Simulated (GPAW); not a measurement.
# SnSe (Fm-3m) in GPAW: further runs, part 2 of 4

GPAW 26.7.0.

### 3 Equation of state, AM05+D4

run.py

```python
import spglib
from ase import Atoms
from ase.calculators.mixing import SumCalculator
from ase.eos import EquationOfState
from ase.io import Trajectory, read
from ase.units import GPa
from dftd4.ase import DFTD4
from gpaw import GPAW, PW, setup_paths

setup_paths.insert(0, '.')

atoms = read('SnSe.cif')
cell, positions, numbers = spglib.find_primitive(
    (atoms.cell[:], atoms.get_scaled_positions(), atoms.numbers), symprec=1e-4)
atoms = Atoms(numbers, cell=cell, scaled_positions=positions, pbc=True)

traj = Trajectory('eos.traj', 'w')
volumes, energies = [], []
for x in [0.94, 0.96, 0.98, 1.0, 1.02, 1.04, 1.06]:
    a = atoms.copy()
    a.set_cell(atoms.cell * x**(1 / 3), scale_atoms=True)
    calc = GPAW(mode=PW(600),
                xc='AM05',
                kpts={'size': (6, 6, 6), 'gamma': True},
                occupations={'name': 'fermi-dirac', 'width': 0.05},
                nbands=19,
                convergence={'density': 1e-05, 'energy': 1e-05},
                maxiter=150,
                txt=f'eos-{x:.2f}.txt')
    a.calc = SumCalculator([calc, DFTD4(method='am05')])
    energies.append(a.get_potential_energy())
    volumes.append(a.get_volume())
    p = -a.get_stress()[:3].mean() / GPa
    calc.write(f'eos-{x:.2f}.gpw')
    traj.write(a)
    print(f'{x:.2f} {volumes[-1]:10.4f} A^3 {energies[-1]:14.6f} eV {p:9.3f} GPa', flush=True)

v0, e0, B = EquationOfState(volumes, energies, eos='birchmurnaghan').fit()
print(f'V0 = {v0:.4f} A^3, E0 = {e0:.6f} eV, B0 = {B / GPa:.2f} GPa')
```

SnSe.cif

```cif
data_SnSe
_cell_length_a 6.02000000
_cell_length_b 6.02000000
_cell_length_c 6.02000000
_cell_angle_alpha 90.00000000
_cell_angle_beta 90.00000000
_cell_angle_gamma 90.00000000
_space_group_name_H-M_alt 'Fm-3m'
_space_group_name_Hall '-F 4 2 3'
_space_group_IT_number 225
loop_
_space_group_symop_operation_xyz
'x,y,z'
'-x,-y,-z'
'-y,x,z'
'y,-x,-z'
'-x,-y,z'
'x,y,-z'
'y,-x,z'
'-y,x,-z'
'x,-y,-z'
'-x,y,z'
'-y,-x,-z'
'y,x,z'
'-x,y,-z'
'x,-y,z'
'y,x,-z'
'-y,-x,z'
'z,x,y'
'-z,-x,-y'
'z,-y,x'
'-z,y,-x'
'z,-x,-y'
'-z,x,y'
'z,y,-x'
'-z,-y,x'
'-z,x,-y'
'z,-x,y'
'-z,-y,-x'
'z,y,x'
'-z,-x,y'
'z,x,-y'
'-z,y,x'
'z,-y,-x'
'y,z,x'
'-y,-z,-x'
'x,z,-y'
'-x,-z,y'
'-y,z,-x'
'y,-z,x'
'-x,z,y'
'x,-z,-y'
'-y,-z,x'
'y,z,-x'
'-x,-z,-y'
'x,z,y'
'y,-z,-x'
'-y,z,x'
'x,-z,y'
'-x,z,-y'
'x,y+1/2,z+1/2'
'-x,-y+1/2,-z+1/2'
'-y,x+1/2,z+1/2'
[... 62 lines left out ...]
'-z+1/2,-x,-y+1/2'
'z+1/2,-y,x+1/2'
'-z+1/2,y,-x+1/2'
'z+1/2,-x,-y+1/2'
'-z+1/2,x,y+1/2'
'z+1/2,y,-x+1/2'
'-z+1/2,-y,x+1/2'
'-z+1/2,x,-y+1/2'
'z+1/2,-x,y+1/2'
'-z+1/2,-y,-x+1/2'
'z+1/2,y,x+1/2'
'-z+1/2,-x,y+1/2'
'z+1/2,x,-y+1/2'
'-z+1/2,y,x+1/2'
'z+1/2,-y,-x+1/2'
'y+1/2,z,x+1/2'
'-y+1/2,-z,-x+1/2'
'x+1/2,z,-y+1/2'
'-x+1/2,-z,y+1/2'
'-y+1/2,z,-x+1/2'
'y+1/2,-z,x+1/2'
'-x+1/2,z,y+1/2'
'x+1/2,-z,-y+1/2'
'-y+1/2,-z,x+1/2'
'y+1/2,z,-x+1/2'
'-x+1/2,-z,-y+1/2'
'x+1/2,z,y+1/2'
'y+1/2,-z,-x+1/2'
'-y+1/2,z,x+1/2'
'x+1/2,-z,y+1/2'
'-x+1/2,z,-y+1/2'
'x+1/2,y+1/2,z'
'-x+1/2,-y+1/2,-z'
'-y+1/2,x+1/2,z'
'y+1/2,-x+1/2,-z'
'-x+1/2,-y+1/2,z'
'x+1/2,y+1/2,-z'
'y+1/2,-x+1/2,z'
'-y+1/2,x+1/2,-z'
'x+1/2,-y+1/2,-z'
'-x+1/2,y+1/2,z'
'-y+1/2,-x+1/2,-z'
'y+1/2,x+1/2,z'
'-x+1/2,y+1/2,-z'
'x+1/2,-y+1/2,z'
'y+1/2,x+1/2,-z'
'-y+1/2,-x+1/2,z'
'z+1/2,x+1/2,y'
'-z+1/2,-x+1/2,-y'
'z+1/2,-y+1/2,x'
'-z+1/2,y+1/2,-x'
'z+1/2,-x+1/2,-y'
'-z+1/2,x+1/2,y'
'z+1/2,y+1/2,-x'
'-z+1/2,-y+1/2,x'
'-z+1/2,x+1/2,-y'
'z+1/2,-x+1/2,y'
'-z+1/2,-y+1/2,-x'
'z+1/2,y+1/2,x'
'-z+1/2,-x+1/2,y'
'z+1/2,x+1/2,-y'
'-z+1/2,y+1/2,x'
'z+1/2,-y+1/2,-x'
'y+1/2,z+1/2,x'
'-y+1/2,-z+1/2,-x'
'x+1/2,z+1/2,-y'
'-x+1/2,-z+1/2,y'
'-y+1/2,z+1/2,-x'
'y+1/2,-z+1/2,x'
'-x+1/2,z+1/2,y'
'x+1/2,-z+1/2,-y'
'-y+1/2,-z+1/2,x'
'y+1/2,z+1/2,-x'
'-x+1/2,-z+1/2,-y'
'x+1/2,z+1/2,y'
'y+1/2,-z+1/2,-x'
'-y+1/2,z+1/2,x'
'x+1/2,-z+1/2,y'
'-x+1/2,z+1/2,-y'
loop_
_atom_site_label
_atom_site_type_symbol
_atom_site_symmetry_multiplicity
_atom_site_Wyckoff_symbol
_atom_site_fract_x
_atom_site_fract_y
_atom_site_fract_z
_atom_site_occupancy
Sn1 Sn 4 a 0.0000000000 0.0000000000 0.0000000000 1
Se1 Se 4 b 0.5000000000 0.0000000000 0.0000000000 1
```

Potentials or basis: PAW data sets generated in the run's folder for this functional, pw.

The run is started by

```bash
$ gpaw-setup -f AM05 Se Sn
$ OMP_NUM_THREADS=1 python run.py
```

Wall time 52 s (1 thread of AMD EPYC 7R43 (Zen 3), shared host); peak memory 0.25 GiB.

The run converged. Its results:

```
Equilibrium volume : 25.69 Å³/atom (rough: see the caveat)
Bulk modulus       : 88 GPa (rough)
```

Energy against volume, from the lowest point:
```
volume (Å³/atom)  energy (meV/atom)
          25.635               0.00
          26.180               2.84
          26.725               9.31
          27.271              18.97
          27.816              31.01
          28.362              43.86
          28.907              55.03
```

Caveat: the fit is doubtful: noisy points or a state that changes with volume; the minimum lies outside the volumes run.

### 4 Equation of state, PBE

run.py

```python
from ase import Atoms
from ase.eos import EquationOfState
from ase.io import Trajectory
from ase.units import GPa
from gpaw import GPAW, PW

atoms = Atoms(['Sn', 'Se'],
              cell=[[0.0, 3.01, 3.01],
                    [3.01, 0.0, 3.01],
                    [3.01, 3.01, 0.0]],
              scaled_positions=[[0.0, 0.0, 0.0],
                                [0.5, 0.5, 0.5]],
              pbc=True)

traj = Trajectory('eos.traj', 'w')
volumes, energies = [], []
for x in [0.94, 0.96, 0.98, 1.0, 1.02, 1.04, 1.06]:
    a = atoms.copy()
    a.set_cell(atoms.cell * x**(1 / 3), scale_atoms=True)
    calc = GPAW(mode=PW(600),
                xc='PBE',
                kpts={'size': (6, 6, 6), 'gamma': True},
                occupations={'name': 'fermi-dirac', 'width': 0.05},
                nbands=19,
                convergence={'density': 1e-05, 'energy': 1e-05},
                maxiter=150,
                txt=f'eos-{x:.2f}.txt')
    a.calc = calc
    energies.append(a.get_potential_energy(force_consistent=True))
    volumes.append(a.get_volume())
    p = -a.get_stress()[:3].mean() / GPa
    calc.write(f'eos-{x:.2f}.gpw')
    traj.write(a)
    print(f'{x:.2f} {volumes[-1]:10.4f} A^3 {energies[-1]:14.6f} eV {p:9.3f} GPa', flush=True)

v0, e0, B = EquationOfState(volumes, energies, eos='birchmurnaghan').fit()
print(f'V0 = {v0:.4f} A^3, E0 = {e0:.6f} eV, B0 = {B / GPa:.2f} GPa')
```

Potentials or basis: GPAW PAW data sets (gpaw-data 1.2.1), pw.

The run is started by

```bash
$ OMP_NUM_THREADS=1 python run.py
```

The program printed:

```text
__  _  _
 | _ |_)|_||  |
 |__||  | ||/\| - 26.7.0

Input parameters:
  mode=PW(ecut=600.0),
  convergence={'density': 1e-05, 'energy': 1e-05},
  kpts=MonkhorstPack(size=(6, 6, 6), gamma=True),
  maxiter=150,
  nbands=19,
  occupations=Occupations(name='fermi-dirac', width=0.05),
  xc=XC(name='PBE')

Diagonalizing LCAO Hamiltonian
Converting LCAO to pw mode

                Se

       Sn

Atoms  # Å, Bohr magnetons
|   | symbol |        x |        y |        z |    initial magnetic moments |
|---|--------|----------|----------|----------|-----------------------------|
| 0 |     Sn | 0.000000 | 0.000000 | 0.000000 | ( 0.0000,  0.0000,  0.0000) |
| 1 |     Se | 2.969319 | 2.969319 | 2.969319 | ( 0.0000,  0.0000,  0.0000) |

Unit cell  # Å
| periodic |        x |        y |        z |  lengths |    angles |
|----------|----------|----------|----------|----------|-----------|
|      yes | 0.000000 | 2.969319 | 2.969319 | 4.199252 | 60.000000 |
|      yes | 2.969319 | 0.000000 | 2.969319 | 4.199252 | 60.000000 |
|      yes | 2.969319 | 2.969319 | 0.000000 | 4.199252 | 60.000000 |

Number of symmetries: 48
Symmetry operations  # r_c * U_cc + t_c -> r_c
|    | kind |            matrix            |
|----|------|------------------------------|
|  0 |  σ   |  1, 0, 0,  1, 0,-1,  1,-1, 0 |
|  1 |  C2  |  1, 0, 0,  1,-1, 0,  1, 0,-1 |
|  2 |  E   |  1, 0, 0,  0, 1, 0,  0, 0, 1 |
|  3 |  σ   |  1, 0, 0,  0, 0, 1,  0, 1, 0 |
|  4 |  C4  |  1, 0,-1,  1, 0, 0,  1,-1, 0 |
|  5 |  S6  |  1, 0,-1,  1,-1, 0,  1, 0, 0 |
|  6 |  σ   |  1, 0,-1,  0, 1,-1,  0, 0,-1 |
[... 161 lines left out ...]
poisson solver:
  ecut: 4800.0  # eV

xc functional:
  name: PBE with 2 nearest neighbor stencil

convergence criteria:
- Maximum integral of absolute [dens]ity change: 1e-05 electrons / valence electron
- Maximum [total energy] change in last 3 cyles: 1e-05 eV / valence electron
- Maximum integral of absolute [eigenst]ate change: 4e-08 eV^2 / valence electron
maximum number of iterations: 150

SCF iterations
|iter     | |      energy | eigst |  dens |
|---------|-|-------------|-------|-------|
|iter:   1| |   -8.527911 | -0.22 |       |
|iter:   2| |   -8.499388 | -2.44 | -1.35 |
|iter:   3| |   -8.404152 | -2.43 | -1.40 |
|iter:   4| |   -8.405733 | -4.03 | -2.01 |
|iter:   5| |   -8.406211 | -4.61 | -2.43 |
|iter:   6| |   -8.406219 | -6.08 | -3.35 |
|iter:   7| |   -8.406220c| -7.08 | -3.90 |
|iter:   8| |   -8.406220c| -7.52c| -4.68 |
|iter:   9| |   -8.406220c| -8.06c| -5.50c|

Converged in 9 steps
Energy contributions relative to reference atoms: (reference = -234114.225438)

Energy contributions:
  Kinetic:          15.061386
  Coulomb:         -14.940950
  Zero:             -0.029258
  External:          0.000000
  Xc:               -8.497392
  Entropy:          -0.000014
  Spinorbit:         0.000000
  ----------------------------
  Free energy:      -8.406227
  Extrapolated:     -8.406220

dipole moment: (-20.141986, -20.141986, -20.141986)  # |e|*Ang

Fermi level: 6.887
Eigenvalues  # (at kpt = [0.000, 0.000, 0.000])
| band index |      eig [eV] | occ [0-2] |
|------------|---------------|-----------|
|          0 |       -15.052 |     2.000 |
|        ... |               |           |
|          2 |       -15.050 |     2.000 |
|          3 |       -15.050 |     2.000 |
|          4 |       -15.050 |     2.000 |
|          5 |        -7.619 |     2.000 |
|          6 |         1.621 |     2.000 |
|          7 |         4.213 |     2.000 |
[... 9 lines left out ...]
|         17 |        14.746 |     0.000 |
|         18 |        14.746 |     0.000 |

Gap: 0.778 eV
Transition (v -> c):
  (s=0, k=15, n=9, [0.50, 0.50, 0.50]) -> (s=0, k=15, n=10, [0.50, 0.50, 0.50])
No difference between direct/indirect transitions

Stress tensor  # eV/Ang^3
|         x |         y |         z |
|-----------|-----------|-----------|
| -0.016971 |  0.000000 |  0.000000 |
|  0.000000 | -0.016971 |  0.000000 |
|  0.000000 |  0.000000 | -0.016971 |

# Writing to eos-0.96.gpw (mode='')
```

eos-0.94.txt:

```text
SCF iterations
|iter     | |      energy | eigst |  dens |
|---------|-|-------------|-------|-------|
|iter:   1| |   -8.495381 | -0.16 |       |
|iter:   2| |   -8.469623 | -2.41 | -1.36 |
|iter:   3| |   -8.381183 | -2.46 | -1.41 |
|iter:   4| |   -8.382671 | -4.01 | -2.02 |
|iter:   5| |   -8.383116 | -4.61 | -2.46 |
[... 43 lines left out ...]
|         17 |        15.026 |     0.000 |
|         18 |        15.026 |     0.000 |

Gap: 0.881 eV
Transition (v -> c):
  (s=0, k=15, n=9, [0.50, 0.50, 0.50]) -> (s=0, k=15, n=10, [0.50, 0.50, 0.50])
No difference between direct/indirect transitions

Stress tensor  # eV/Ang^3
|         x |         y |         z |
|-----------|-----------|-----------|
| -0.025336 | -0.000000 |  0.000000 |
| -0.000000 | -0.025336 |  0.000000 |
|  0.000000 |  0.000000 | -0.025336 |

# Writing to eos-0.94.gpw (mode='')
```

Wall time 45 s (1 thread of AMD EPYC 7R43 (Zen 3), shared host); peak memory 0.26 GiB.

Results:

```
Equilibrium volume                      : 27.52 Å³/atom
Bulk modulus                            : 49 GPa
Pressure derivative of the bulk modulus : 4.4
```

Energy against volume, from the lowest point:
```csv
volume (Å³/atom),energy (meV/atom)
25.635,22.10
26.180,10.55
26.725,3.33
27.271,0.00
27.816,0.16
28.362,3.45
28.907,9.55
```

PBE usually gives volumes a little too large and moduli too small. Zero-point motion and thermal expansion aren't in these numbers.

[end of part 2 of 4]
